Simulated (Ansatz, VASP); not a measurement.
One calculation of SiC, two programs

```
Si C
1.0
     0.00000    2.20053    2.20053
     2.20053    0.00000    2.20053
     2.20053    2.20053    0.00000
Si C
1 1
Direct
  0.25000 0.25000 0.25000
  0.00000 0.00000 0.00000
```

Alike in both runs: task single point; functional PBE; k mesh 10 × 10 × 10; occupations gaussian, width 0.02 eV; no spin polarisation.

|  | VASP | Ansatz |
| --- | --- | --- |
| version | VASP 6.6.1 | Ansatz 0.2.0 |
| potentials or method | VASP PAW PBE potentials, release 64 (Si, C) | scalar-relativistic, plane waves, PAW |
| plane-wave cutoff (eV) | 520 | 420 |
| valence electrons in the cell | 8 | 8 |

|  | VASP | Ansatz | Ansatz less VASP |
| --- | --- | --- | --- |
| gap on the k mesh at the Fermi level (eV) | 1.38 | 1.39 | +0.002 |
| least direct gap on the mesh (eV) | 4.51 | 4.51 | +0.003 |
| pressure (GPa) | -3.1 | -3.0 | +0.04 |

A k mesh can miss the band edges. As with any semilocal functional, this PBE gap is likely too small.
